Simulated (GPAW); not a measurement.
Here is a GPAW 26.7.0 calculation.

The input run.py:

```python
from ase.dft.bandgap import bandgap
from ase.io import read, write
from gpaw import GPAW, PW

atoms = read('BN.xyz')

calc = GPAW(mode=PW(600),
            xc={'name': 'HYB_GGA_XC_PBE0_13', 'fraction': 0.3333333333333333, 'omega': 0.0, 'backend': 'pw'},
            kpts={'size': (6, 6, 6), 'gamma': True},
            occupations={'name': 'fermi-dirac', 'width': 0.05},
            nbands=9,
            convergence={'density': 1e-05, 'energy': 1e-05},
            maxiter=60,
            txt='gpaw.txt')
atoms.calc = calc
energy = atoms.get_potential_energy()
calc.write('gs.gpw')
write('result.traj', atoms)
print(f'Energy: {energy:.6f} eV')
print('Fermi level:', round(calc.get_fermi_level(), 4), 'eV')
print(f'Gap: {bandgap(calc)[0]:.4f} eV, direct: {bandgap(calc, direct=True)[0]:.4f} eV')
```

The input BN.xyz:

```xyz
2
Lattice="0.0000000000 1.8130010000 1.8130010000 1.8130010000 0.0000000000 1.8130010000 1.8130010000 1.8130010000 0.0000000000" Properties=species:S:1:pos:R:3 pbc="T T T"
N      0.9065005000      0.9065005000      0.9065005000
B      0.0000000000      0.0000000000      0.0000000000
```

Potentials or basis: GPAW PAW data sets (gpaw-data 1.2.1), pw.

Command:

```bash
$ OMP_NUM_THREADS=1 python run.py
```

Predict the band gap on the k mesh.

7.23 eV, indirect (least direct gap 12.12 eV).

Caveat: the k mesh is coarse (spacing up to 0.50 Å⁻¹), so the values aren't converged, least of all with exact exchange. A k mesh can miss the band edges.
